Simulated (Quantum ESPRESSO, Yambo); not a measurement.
An input for Yambo 5.3.0 (BN (Qingsongite)):

```
HF_and_locXC
gw0
dyson
ppa
em1d
rim_cut
RandQpts= 1000000
RandGvec= 1 RL
EXXRLvcs= 72 Ry
VXCRLvcs= 288 Ry
Chimod= "HARTREE"
% BndsRnXp
 1 | 39 |
%
NGsBlkXp= 13 Ry
% LongDrXp
 1 | 1 | 1 |
%
% GbndRnge
 1 | 39 |
%
DysSolver= "n"
ExtendOut
PPAPntXp= 27.21138 eV
% QPkrange
 1 | 1 | 3 | 6 |
 31 | 31 | 3 | 6 |
%
```

```sh
OMP_NUM_THREADS=1 mpirun -n 4 yambo -F gw3.in -J gw3 -C gw3 > gw3.log
```

The stored states that it reads are on a 10×10×10 mesh. The structure is cubic, space group F-43m (No. 216). The conventional cell has a = 3.615 Å, b = 3.615 Å, c = 3.615 Å, α = 90.00°, β = 90.00°, γ = 90.00°. B has 4 N at 1.57 Å nearest. N has 4 B at 1.57 Å nearest. Farther neighbours and most contacts between anions are not listed.

Q: Estimate wall time and host memory on 4 MPI ranks of Arm Neoverse V1, shared host.

It took 1.7 min; on shared hardware allow 52 s to 3.5 min. Peak host memory was 1.3 GiB.

The screening grows as filled bands × empty bands × pairs of k points, times the square of the screening basis for the matrix.

[Paths, hosts, dates, memory and timing lines, banners, echoed tables and standing remarks are left out of the program output.]

[Logs are printed without paths, hosts, clocks, repeated set-up lines and the standing remarks that a program may print on its own settings, such as how far it seeks lower states.]

[Runs of the session that timed out or met a known fault of the program may be left out.]

[Hosts, paths, dates, database ids (printed as entryN), source tags and the programs' standing remarks are cut or masked in the printed files.]
